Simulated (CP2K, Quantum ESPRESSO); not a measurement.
Given: the input of a run of CP2K 2026.2 on Si. Atoms were shifted at random by some hundredths of an Å from the given cell, which wasn't relaxed again for these runs. This isn't the form of Si at room conditions, which is diamond.

si_scf.inp

```
&GLOBAL
  PROJECT si_scf
  RUN_TYPE ENERGY_FORCE
  PRINT_LEVEL LOW
&END GLOBAL
&FORCE_EVAL
  METHOD QS
  STRESS_TENSOR ANALYTICAL
  &DFT
    BASIS_SET_FILE_NAME BASIS_MOLOPT_UZH
    POTENTIAL_FILE_NAME POTENTIAL_UZH
    &MGRID
      CUTOFF 450
      REL_CUTOFF 60
      NGRIDS 5
    &END MGRID
    &QS
      METHOD GPW
      EPS_DEFAULT 1.0E-10
    &END QS
    &KPOINTS
      SCHEME MONKHORST-PACK 8 8 10
      GAMMA_CENTERED T
      SYMMETRY T
      SYMMETRY_BACKEND SPGLIB
    &END KPOINTS
    &SCF
      SCF_GUESS ATOMIC
      EPS_SCF 1.0E-6
      MAX_SCF 100
      ADDED_MOS 10
      CHOLESKY OFF
      EPS_EIGVAL 1.0E-7
      &DIAGONALIZATION ON
        ALGORITHM STANDARD
      &END DIAGONALIZATION
      &MIXING ON
        METHOD BROYDEN_MIXING
        ALPHA 0.4
        BETA 1.5
        NBUFFER 8
      &END MIXING
      &SMEAR ON
        METHOD FERMI_DIRAC
        ELECTRONIC_TEMPERATURE [K] 580.226
      &END SMEAR
    &END SCF
    &XC
      &XC_FUNCTIONAL PBE
      &END XC_FUNCTIONAL
    &END XC
    &PRINT
      &KPOINTS ON
      &END KPOINTS
      &MULLIKEN ON
      &END MULLIKEN
      &MO ON
        ENERGIES T
        OCCUPATION_NUMBERS T
        &EACH
          QS_SCF 0
        &END EACH
        ADD_LAST NUMERIC
      &END MO
      &LOWDIN ON
      &END LOWDIN
      &HIRSHFELD ON
        SHAPE_FUNCTION DENSITY
      &END HIRSHFELD
    &END PRINT
  &END DFT
  &SUBSYS
    &CELL
      A 4.1209500000 0.0000000000 0.0000000000
      B -2.0604700000 3.5688500000 0.0000000000
      C 0.0000000000 0.0000000000 2.6547900000
      PERIODIC XYZ
    &END CELL
    &COORD
      Si  -0.0231688455 2.3242635264 1.3033187095
      Si  2.0743395717 1.2104968184 1.3391451005
    &END COORD
    &KIND Si
      BASIS_SET TZVP-MOLOPT-PBE-GTH-q4
      POTENTIAL GTH-PBE-q4
    &END KIND
    &PRINT
      &ATOMIC_COORDINATES ON
      &END ATOMIC_COORDINATES
      &CELL ON
      &END CELL
    &END PRINT
  &END SUBSYS
  &PRINT
    &FORCES ON
    &END FORCES
    &STRESS_TENSOR ON
    &END STRESS_TENSOR
  &END PRINT
&END FORCE_EVAL
```

Potentials or basis: POTENTIAL_UZH Si GTH-PBE-q4; TZVP-MOLOPT-PBE-GTH basis.

Command:

```sh
$ OMP_NUM_THREADS=1 cp2k.psmp -i si_scf.inp -o si_scf.out
```

Problem. Translate it to Quantum ESPRESSO 7.5. Potentials or basis there: SSSP 1.3 efficiency PBE, cutoff 748 eV.

Solution. As run (cutoffs and basis follow the program's own potentials, and thresholds, step limits or extra output files can differ):

Contents of pw.in:

```
&CONTROL
  calculation = 'scf'
  prefix = 'pwscf'
  outdir = './tmp'
  pseudo_dir = './pseudo'
  tprnfor = .true.
  tstress = .true.
  disk_io = 'nowf'
/
&SYSTEM
  ibrav = 0
  nat = 2
  ntyp = 1
  ecutwfc = 55
  ecutrho = 440
  nbnd = 9
  occupations = 'smearing'
  smearing = 'fd'
  degauss = 0.00367493
/
&ELECTRONS
  conv_thr = 4d-10
  electron_maxstep = 120
  mixing_beta = 0.5
/
ATOMIC_SPECIES
Si    28.0850 Si.pbe-n-rrkjus_psl.1.0.0.UPF
CELL_PARAMETERS angstrom
   4.1209500000    0.0000000000    0.0000000000
  -2.0604700000    3.5688500000    0.0000000000
   0.0000000000    0.0000000000    2.6547900000
ATOMIC_POSITIONS crystal
Si     0.3200090000    0.6512640000    0.4909310000
Si     0.6729560000    0.3391840000    0.5044260000
K_POINTS automatic
8 8 10 0 0 0
```

Potentials or basis: SSSP 1.3 efficiency PBE.

Launch:

```bash
$ OMP_NUM_THREADS=1 pw.x -in pw.in > pw.out
```

Both were run:

|  | CP2K | Quantum ESPRESSO |
| --- | --- | --- |
| Pressure | 0.2 GPa | 0.3 GPa |
| Largest force | 0.897 eV/Å | 0.907 eV/Å |
| Energy over the undisturbed cell | 18.9 meV/atom | 19.3 meV/atom |

Pressure is positive in compression.
